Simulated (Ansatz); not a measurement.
Ligand exchange: C2H7NSi + C3H6O2 → C2H6OSi + C3H7NO

Gas-phase species: C2H7NSi `C=C[SiH2]N`, singlet; C3H6O2 (propionic acid) `CCC(=O)O`, singlet; C2H6OSi `C=C[SiH2]O`, singlet; C3H7NO (propionamide) `CCC(N)=O`, singlet. The partners trade NH2 for OH: Si–NH2 and C–OH bonds give way to Si–OH and C–NH2.

Shapes, held fixed at every level: PBE0-D4/def2-TZVP. Flexible molecules stand in one conformer, not always the lowest. Programs: Ansatz 0.2.0. The zero-point and thermal change to 298 K, harmonic and unscaled (PBE0-D4/def2-TZVP), is +0.3 kJ/mol.

(1) Estimate ΔH(298 K) of this reaction.

Results:

(1) The highest level, CCSD(T)/CBS estimate, gives ΔH(298 K) = -39.7 kJ/mol; the levels span -42.6 to -37.4. The column of differences is taken from that level and isn't an error. No measured value is set beside it here. The CBS estimate extrapolates MP2 from def2-TZVPP and def2-QZVPP and adds CCSD(T) − MP2 in the triple-zeta set, cores frozen. Times are processor times on shared x86 and Arm servers, and rough.

| level | kind | ΔH(298 K) (kJ/mol) | less CCSD(T)/CBS estimate | CPU time (sum over the molecules) |
| --- | --- | --- | --- | --- |
| HF/def2-TZVPP | Hartree–Fock | -41.5 | -1.8 | – |
| PBE-D4/def2-TZVPP | GGA | -37.4 | +2.3 | 40 s |
| BHLYP-D4/def2-TZVPP | global hybrid | -42.6 | -2.9 | 45 s |
| PBE0-D4/def2-TZVPP | global hybrid | -38.4 | +1.3 | 41 s |
| wB97M-V/def2-TZVPP | range-separated hybrid | -37.6 | +2.1 | 2.8 min |
| wB97X-V/def2-TZVPP | range-separated hybrid | -37.9 | +1.8 | 2 min |
| B2PLYP/def2-TZVPP | double hybrid | -41.2 | -1.5 | 79 s |
| CCSD(T)/CBS estimate | coupled cluster or CI | -39.7 | 0.0 | – |
